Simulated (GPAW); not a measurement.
Input of a GPAW 26.7.0 run:

Contents of run.py:

```python
from ase.dft.bandgap import bandgap
from ase.io import read, write
from ase.units import GPa
from gpaw import GPAW, PW

atoms = read('Os.cif')

calc = GPAW(mode=PW(500),
            xc='PBE',
            kpts={'size': (9, 9, 5), 'gamma': True},
            occupations={'name': 'fermi-dirac', 'width': 0.05},
            nbands=27,
            convergence={'density': 1e-05, 'energy': 1e-05},
            maxiter=80,
            txt='gpaw.txt')
atoms.calc = calc
energy = atoms.get_potential_energy()
forces = atoms.get_forces()
stress = atoms.get_stress()
calc.write('gs.gpw')
write('result.traj', atoms)
print(f'Energy: {energy:.6f} eV')
print('Forces (eV/A):')
print(forces.round(4))
print('Stress (GPa):', (stress / GPa).round(3))
print('Fermi level:', round(calc.get_fermi_level(), 4), 'eV')
print(f'Gap: {bandgap(calc)[0]:.4f} eV, direct: {bandgap(calc, direct=True)[0]:.4f} eV')
```

Contents of Os.cif:

```cif
data_Os
_cell_length_a 2.73410000
_cell_length_b 2.73410000
_cell_length_c 4.31970000
_cell_angle_alpha 90.00000000
_cell_angle_beta 90.00000000
_cell_angle_gamma 120.00000000
_space_group_name_H-M_alt 'P6_3/mmc'
_space_group_name_Hall '-P 6c 2c'
_space_group_IT_number 194
loop_
_space_group_symop_operation_xyz
'x,y,z'
'-x,-y,-z'
'x-y,x,z+1/2'
'-x+y,-x,-z+1/2'
'-y,x-y,z'
'y,-x+y,-z'
'-x,-y,z+1/2'
'x,y,-z+1/2'
'-x+y,-x,z'
'x-y,x,-z'
'y,-x+y,z+1/2'
'-y,x-y,-z+1/2'
'-y,-x,-z+1/2'
'y,x,z+1/2'
'-x,-x+y,-z'
'x,x-y,z'
'-x+y,y,-z+1/2'
'x-y,-y,z+1/2'
'y,x,-z'
'-y,-x,z'
'x,x-y,-z+1/2'
'-x,-x+y,z+1/2'
'x-y,-y,-z'
'-x+y,y,z'
loop_
_atom_site_label
_atom_site_type_symbol
_atom_site_symmetry_multiplicity
_atom_site_Wyckoff_symbol
_atom_site_fract_x
_atom_site_fract_y
_atom_site_fract_z
_atom_site_occupancy
Os1 Os 2 c 0.6666666667 0.3333333333 0.7500000000 1
```

Potentials or basis: GPAW PAW data sets (gpaw-data 1.2.1), pw.

Command:

```sh
$ OMP_NUM_THREADS=1 python run.py
```

(1) Estimate the band gap on the k mesh.

(2) Estimate the pressure.

Results:

(1) none (metal or under the smearing width).

(2) 5.8 GPa.

Caveat: the cutoff is short for stress and forces, so pressures can be off by a GPa or more.
